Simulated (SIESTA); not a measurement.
Ga:

```
Ga
1.0
     1.38300   -4.02650    0.00000
     1.38300    4.02650    0.00000
    -0.11745    0.00000    3.32993
Ga
2
Direct
  0.13100 0.86900 0.75000
  0.86900 0.13100 0.25000
```

This isn't the form of Ga at room conditions, which is orthorhombic.

Base run:

| Property | Result |
| --- | --- |
| Program | SIESTA 5.4.2 |
| Functional | PBEsol |
| Potentials or basis | PseudoDojo 0.4 standard (PBEsol files) |
| Basis | TZDP (energy shift 0.003 Ry; two zetas on semicore shells) |
| Grid cutoff | 800 Ry |
| Energy shift | 0.003 Ry |
| k mesh | 10 × 10 × 8 |
| Occupations | fermi-dirac, width 0.05 eV |
| Spin | no spin polarisation |

Its results: band gap on the k mesh none (metal or under the smearing width); pressure -1.7 GPa; largest force 0.131 eV/Å.

Q: The run is repeated on the same cell with these changes: basis from TZDP (energy shift 0.003 Ry; two zetas on semicore shells) to DZP (energy shift 0.003 Ry; two zetas on semicore shells). What comes out?

A: Band gap on the k mesh none (metal or under the smearing width); pressure -2.5 GPa; largest force 0.116 eV/Å.

Caveats: the basis of atomic orbitals isn't converged, which shifts pressures, moduli and gaps.
